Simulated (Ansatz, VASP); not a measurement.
# GaP: VASP beside Ansatz

```
Ga P
1.0
     1.94301    1.12180    6.43081
    -1.94301    1.12180    6.43081
     0.00000   -2.24360    6.43081
Ga P
2 2
Direct
  0.43537 0.43537 0.43537
  0.56463 0.56463 0.56463
  0.05739 0.05739 0.05739
  0.94261 0.94261 0.94261
```

Measurements of this composition are mostly on another form, of space group No. 216.

Alike in both runs: task single point; functional r2SCAN; k mesh 5 × 5 × 5; no spin polarisation.

|  | VASP | Ansatz |
| --- | --- | --- |
| version | VASP 6.6.1 | Ansatz 0.2.0 |
| potentials or method | VASP PAW PBE potentials, release 64 (Ga_d, P) | plane waves, PAW |
| plane-wave cutoff (eV) | 520 | 530 |
| occupations | gaussian, width 0.01 eV | fixed |
| valence electrons in the cell | 36 | 36 |

```tsv
	VASP	Ansatz	Ansatz less VASP
gap on the k mesh at the Fermi level (eV)	1.25	1.24	-0.012
```

Caveats: an odd mesh through Γ misses points on the zone boundary, where band edges often lie. r2SCAN opens gaps a little over a GGA but as a rule still falls short of measured ones.
